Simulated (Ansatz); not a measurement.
The calculation used DFT PBE, scalar-relativistic, plane waves, PAW (Ansatz 0.2.0).

Plane waves to 420 eV, a k mesh through Γ of 4×6×6 on the computed 4-atom cell and Gaussian smearing (0.02 eV); no spin polarisation.

Structure with the computed forces (eV/Å) in the last three columns:

```xyz
4
Lattice="10.5176 0.0000 0.0000 0.0000 3.0115 2.8674 0.0000 -3.0115 2.8674" Properties=species:S:1:pos:R:3:forces:R:3 pbc="T T T" pressure_GPa=4.58
Pb    6.5467   -1.5057    2.9283    1.8800    0.0000   -0.0020
Pb    3.9709    1.5057    2.9283   -1.8800    0.0000   -0.0020
S     6.4464    1.5057    2.9269    1.4950    0.0000    0.0020
S     4.0712   -1.5057    2.9269   -1.4950    0.0000    0.0020
```

Stress tensor (GPa, compression positive):

```
7.40 0.00 0.00
0.00 1.19 0.00
0.00 0.00 5.14
```

Spin–orbit coupling is left out, which can shift energies with elements as heavy as these. The cell holds layers, and where no dispersion correction was added their binding is poorly described.

This form isn't the usual stable structure of the compound.